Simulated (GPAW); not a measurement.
## Dielectric function and optical constants of LiF (Griceite)

Aim: the dielectric function of LiF (Griceite), and the optical constants that follow from it.

Main program and level: GPAW 26.7.0; DFT, PBE, plane-wave PAW (GPAW data sets), scalar-relativistic, RPA, optical limit.

## Step 1: Starting point

It takes space group Fm-3m (No. 225, cubic). The conventional cell has a = 4.028 Å, b = 4.028 Å, c = 4.028 Å, α = 90.00°, β = 90.00°, γ = 90.00°. Nearest to F lie 6 Li at 2.01 Å. Li has 6 F at 2.01 Å nearest. Farther neighbours and most contacts between anions are not listed.

Structure file:

```xyz
2
Lattice="0.0000 2.0140 2.0140 2.0140 0.0000 2.0140 2.0140 2.0140 0.0000" Properties=species:S:1:pos:R:3 pbc="T T T"
F     2.0140    2.0140    2.0140
Li    0.0000    0.0000    0.0000
```

## Step 2: Dielectric function, RPA

Transitions between filled and empty bands, summed over the zone, give the optical response, so mesh, band count and broadening shape it.

The induced potential is part of this response.

The input, df.py:

```python
from gpaw.response.df import DielectricFunction

df = DielectricFunction('full.gpw', frequencies={'type': 'nonlinear', 'domega0': 0.03, 'omega2': 8},
                        ecut=50,
                        eta=0.12,
                        nbands=17,
                        txt='df.txt')
for direction in ['x', 'z']:
    df.get_dielectric_function(xc='RPA', direction=direction, filename=f'df_{direction}.csv')
```

Started as:

```sh
$ OMP_NUM_THREADS=1 python df.py
```

Numbers of over 12 decimals in the logs are rounded to 6 here.

Log:

```text
Using integrator: PointIntegrator
NonLinearFrequencyDescriptor(from 0.000 to 71.584 eV, 508 points)
Nonperiodic BCs:  [False False False]
Using integrator: PointIntegrator
NonLinearFrequencyDescriptor(from 0.000 to 71.584 eV, 508 points)
Nonperiodic BCs:  [False False False]

Calculating chi0 body with:
    Ground state adapter containing:
    Number of spins: 1
    Number of kpoints: 3375
    Number of irreducible kpoints: 120
    Number of completely occupied states: 4
    Number of partially occupied states: 4

    Linear response parametrization:
    q_c: [0.0, 0.0, 0.0]
    Number of frequency points: 508
    Planewave cutoff: 50.0
    Number of bands: 17
    Number of planewaves: 15
    Broadening (eta): 0.12

Integrating chi0 body.

Symmetries of q_c:
    Direct symmetries (Uq -> q): 48
    Indirect symmetries (TUq -> q): 0
In total 48 allowed symmetries.

120 groups of equivalent kpoints. 96.444444% reduction.

Integral kind: spectral function

Calculating chi0 optical extensions with:
    Ground state adapter containing:
    Number of spins: 1
    Number of kpoints: 3375
    Number of irreducible kpoints: 120
    Number of completely occupied states: 4
    Number of partially occupied states: 4

    Linear response parametrization:
    Number of frequency points: 508
    Planewave cutoff: 50.0
    Number of bands: 17
    Number of planewaves: 15
    Broadening (eta): 0.12
Integrating chi0 head and wings.

Symmetries of q_c:
    Direct symmetries (Uq -> q): 48
    Indirect symmetries (TUq -> q): 0
In total 48 allowed symmetries.

120 groups of equivalent kpoints. 96.444444% reduction.

Integral kind: spectral function wings
```

The job ended after 3.3 s (1 thread of Arm Neoverse V2, shared host; peak memory 0.17 GiB).

This step gave:

* electronic dielectric constant ε∞, mean over x, y and z (by symmetry where fewer were run): 1.930
* main peak of Im epsilon, first axis: 11.26 eV

Some rows of df_x.csv (energy; Re and Im without local fields; Re and Im with them):

```text
0.000000, 2.003163, 0.000000, 1.930237, 0.000000
0.429336, 2.003994, 0.000465, 1.931014, 0.000435
0.878195, 2.006652, 0.000958, 1.933500, 0.000896
1.347938, 2.011436, 0.001491, 1.937976, 0.001395
1.840057, 2.018735, 0.002076, 1.944806, 0.001943
2.356191, 2.029055, 0.002734, 1.954471, 0.002561
2.898142, 2.043080, 0.003493, 1.967617, 0.003276
3.467895, 2.061748, 0.004395, 1.985135, 0.004127
4.067647, 2.086389, 0.005503, 2.008293, 0.005177
4.699832, 2.118966, 0.006924, 2.038974, 0.006528
5.367152, 2.162529, 0.008843, 2.080113, 0.008364
6.072622, 2.222148, 0.011622, 2.136622, 0.011040
6.819608, 2.307139, 0.016071, 2.217589, 0.015356
7.611886, 2.437563, 0.024487, 2.342758, 0.023606
8.453705, 2.672918, 0.047923, 2.571364, 0.046921
9.349861, 3.130635, 0.424899, 3.019261, 0.429712
10.305790, 3.322739, 0.923489, 3.177234, 0.925195
11.327680, 2.334366, 2.442071, 2.174302, 2.387892
12.422601, 1.194296, 1.673003, 1.045988, 1.606980
13.598673, 1.137373, 0.969151, 0.982741, 0.898981
```

Values under the direct gap are tails of Lorentzian lines. Table of Im ε, E ∥ x or z by photon energy; read off at these points:

```tsv
photon energy (eV)	Im ε, E ∥ x or z
0.00	0
0.50	5.1e-4
1.00	0.00102
1.50	0.00156
2.00	0.00213
2.50	0.00274
3.00	0.00342
3.50	0.00418
4.00	0.00505
4.50	0.00607
5.00	0.00729
5.50	0.00880
6.00	0.0107
6.50	0.0133
7.00	0.0168
7.50	0.0220
8.00	0.0309
8.50	0.0496
9.00	0.142
9.50	0.527
10.00	0.917
10.50	1.31
11.00	2.25
11.25	2.46
11.50	2.30
12.00	1.96
12.50	1.41
12.75	1.62
13.00	1.27
13.50	1.05
```

Re ε, E ∥ x or z against photon energy:

photon energy (eV), Re ε, E ∥ x or z and a bar from the least value:
```
      0.0       1.93 ##############
      0.5       1.93 ##############
      1.0       1.93 ##############
      1.5       1.94 ##############
      2.0       1.95 ##############
      2.5       1.96 ##############
      3.0       1.97 ##############
      3.5       1.99 ##############
      4.0       2.01 ###############
      4.5       2.03 ###############
      5.0       2.06 ###############
      5.5       2.09 ################
      6.0       2.13 ################
      6.5       2.18 #################
      7.0       2.24 ##################
      7.5       2.32 ###################
      8.0       2.43 ####################
      8.5       2.59 ######################
      9.0       2.89 ##########################
      9.5       3.06 ############################
     10.0       3.10 #############################
     10.5       3.19 ##############################
     11.0       3.02 ############################
     11.5       2.05 ###############
     12.0       1.43 #######
     12.5       1.16 ####
     13.0       1.14 ###
     13.5       0.87
```

The loss function −Im 1/ε at q → 0, E ∥ x or z has structure finer than the step of the table below, so its rows give means over 0.5 eV, whole bins alone (the curve runs from 0 to 14.0 eV). Peaks (eV: height): 12.42: 0.437, 13.51: 0.568.

Values under the direct gap are tails of Lorentzian lines. Table of loss function −Im 1/ε at q → 0, E ∥ x or z by energy loss; means over each step:

```tsv
energy loss (eV)	loss function −Im 1/ε at q → 0, E ∥ x or z
0.5	1.4e-4
1.0	2.7e-4
1.5	4.2e-4
2.0	5.6e-4
2.5	7.2e-4
3.0	8.8e-4
3.5	0.00106
4.0	0.00126
4.5	0.00148
5.0	0.00173
5.5	0.00202
6.0	0.00237
6.5	0.00279
7.0	0.00335
7.5	0.00411
8.0	0.00527
8.5	0.00757
9.0	0.0199
9.5	0.0555
10.0	0.0825
10.5	0.104
11.0	0.155
11.5	0.252
12.0	0.320
12.5	0.393
13.0	0.426
13.5	0.496
```

The reflectivity at normal incidence, E ∥ x or z has structure finer than the step of the table below, so its rows give means over 0.25 eV, whole bins alone (the curve runs from 0 to 14.0 eV). Peaks (eV: height): 11.252: 13.1, 12.750: 8.68, 13.339: 7.60.

Table of reflectivity at normal incidence, E ∥ x or z by photon energy; means over each step:

```tsv
photon energy (eV)	reflectivity at normal incidence, E ∥ x or z (%)
0.25	2.66
0.50	2.66
0.75	2.66
1.00	2.67
1.25	2.68
1.50	2.69
1.75	2.71
2.00	2.73
2.25	2.75
2.50	2.77
2.75	2.79
3.00	2.82
3.25	2.85
3.50	2.89
3.75	2.92
4.00	2.97
4.25	3.01
4.50	3.06
4.75	3.12
5.00	3.18
5.25	3.25
5.50	3.32
5.75	3.40
6.00	3.49
6.25	3.59
6.50	3.70
6.75	3.83
7.00	3.97
7.25	4.12
7.50	4.31
7.75	4.52
8.00	4.77
8.25	5.08
8.50	5.46
8.75	5.98
9.00	6.74
9.25	7.40
9.50	7.77
9.75	7.99
10.00	8.56
10.25	8.69
10.50	9.84
10.75	10.7
11.00	12.6
11.25	12.6
11.50	12.0
11.75	10.9
12.00	10.5
12.25	10.2
12.50	7.97
12.75	8.11
13.00	6.67
13.25	7.18
13.50	5.66
13.75	3.68
```

Values under the direct gap are tails of Lorentzian lines. Table of Im ε, E ∥ x or z by photon energy; read off at these points:

```tsv
photon energy (eV)	without local fields	with local fields
0.00	0	0
0.25	2.7e-4	2.5e-4
0.50	5.4e-4	5.1e-4
0.75	8.2e-4	7.6e-4
1.00	0.00109	0.00102
1.25	0.00138	0.00129
1.50	0.00167	0.00156
1.75	0.00197	0.00184
2.00	0.00227	0.00213
2.25	0.00259	0.00243
2.50	0.00293	0.00274
2.75	0.00328	0.00307
3.00	0.00365	0.00342
3.25	0.00404	0.00379
3.50	0.00445	0.00418
3.75	0.00489	0.00460
4.00	0.00537	0.00505
4.25	0.00588	0.00554
4.50	0.00644	0.00607
4.75	0.00705	0.00665
5.00	0.00772	0.00729
5.25	0.00847	0.00800
5.50	0.00930	0.00880
5.75	0.0102	0.00970
6.00	0.0113	0.0107
6.25	0.0125	0.0119
6.50	0.0139	0.0133
6.75	0.0156	0.0149
7.00	0.0175	0.0168
7.25	0.0199	0.0191
7.50	0.0229	0.0220
7.75	0.0267	0.0258
8.00	0.0318	0.0309
8.25	0.0391	0.0381
8.50	0.0506	0.0496
8.75	0.0727	0.0718
9.00	0.142	0.142
9.25	0.358	0.362
9.50	0.521	0.527
9.75	0.621	0.628
10.00	0.908	0.917
10.25	0.884	0.888
10.50	1.30	1.31
10.75	1.46	1.45
11.00	2.28	2.25
11.25	2.52	2.46
11.50	2.36	2.30
11.75	2.09	2.04
12.00	2.03	1.96
12.25	1.99	1.92
12.50	1.47	1.41
12.75	1.70	1.62
13.00	1.34	1.27
13.25	1.51	1.41
13.50	1.13	1.05
13.75	0.960	0.881
```

At chosen wavelengths:

```tsv
wavelength (nm)	n	k	R (%)	1/α
1064	1.39	0.000	2.7	197 µm
532	1.40	0.001	2.8	47 µm
450	1.40	0.001	2.8	33 µm
405	1.40	0.001	2.8	26 µm
365	1.41	0.001	2.9	20 µm
308	1.42	0.002	3.0	14 µm
193	1.47	0.004	3.7	3.5 µm
```

Below the direct gap, k and the depth come from the tails of the Lorentzian lines, not from transitions.

## Step 3: Summary of results

```json
{
  "electronic dielectric constant ε∞, mean over x, y and z (by symmetry where fewer were run) (RPA)": "1.93",
  "main peak of Im epsilon, first axis": "11.3 eV"
}
```

In words: At this level (PBE, RPA) LiF has ε∞ = 1.93 and n = 1.39 at 1550 nm, and Im ε peaks at 11.3 eV. Local fields change the static value along x from 2.00 to 1.93 (-4 %). Distinct maxima of Im ε, read by a parabola through the highest points, lie at 11.26 eV (2.5), 11.54 eV (2.4), 12.73 eV (1.6) and 13.25 eV (1.4). Excitons and phonon-assisted transitions are missing; PBE gaps are as a rule too small, which pulls the onset down and ε∞ up. The sum runs over mesh points, so small or evenly spaced maxima can still be ripples of the mesh. In this version of GPAW the matrix elements of the optical limit are incomplete, which can lower ε − 1 by up to a tenth where first-row anions or d states rule, and shift it by more in d metals.

[Machine, clock and banner lines and Python warnings are left out of the logs.]

[Logs are printed without paths, hosts, clocks, repeated set-up lines and the standing remarks that a program may print on its own settings, such as how far it seeks lower states.]

[Hosts, paths, dates, database ids (printed as entryN), source tags and the programs' standing remarks are cut or masked in the printed files.]
